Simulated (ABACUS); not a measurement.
A run of ABACUS 3.10.1 is set up as follows.

Contents of INPUT:

```
INPUT_PARAMETERS
suffix              MgO
calculation         scf
basis_type          pw
pseudo_dir          ./
symmetry            1
dft_functional      pbesol
ecutwfc             84
pseudo_rcut         7
nspin               1
nbands              12
ks_solver           dav
smearing_method     fd
smearing_sigma      0.00367493
scf_thr             1e-08
scf_nmax            100
mixing_type         broyden
mixing_beta         0.7
cal_force           1
cal_stress          1
out_chg             1
out_pot             2
out_elf             1
```

STRU

```
ATOMIC_SPECIES
Mg 24.3050 Mg.upf
O 15.9990 O.upf

LATTICE_CONSTANT
1.8897261246

LATTICE_VECTORS
0.0000000000 2.0970013927 2.0970013927
2.0970013927 0.0000000000 2.0970013927
2.0970013927 2.0970013927 0.0000000000

ATOMIC_POSITIONS
Direct

Mg
0.0
1
0.0000000000 0.0000000000 0.0000000000 1 1 1

O
0.0
1
0.5000000000 0.5000000000 0.5000000000 1 1 1
```

Contents of KPT:

```
K_POINTS
0
Gamma
11 11 11 0 0 0
```

Potentials or basis: PseudoDojo NC SR 0.4.1 PBEsol standard, plane waves.

Command:

```console
$ OMP_NUM_THREADS=1 mpirun -np 4 abacus > log
```

Question: What does it give for the band gap on the k mesh?

Answer: 4.79 eV, direct.

Question: Predict the pressure.

Answer: 2.2 GPa.

**Measured values to compare with.**

From “Electronic structure of alkaline earth and post-transition metal oxides”, 2009, arxiv:0908.1581, for a bulk crystal of MgO: band gap 7.83 eV.

Measured gap of MgO: 7.83 eV (quoted in “Electronic structure of alkaline earth and post-transition metal oxides”, 2009, arxiv:0908.1581). This calculation gives 4.79 eV (-3.04 eV). The value is that of PBEsol, without temperature or zero-point motion. Semilocal functionals fall short of measured gaps as a rule. The cell is a database's relaxed one, not the measured one, which moves gaps too.
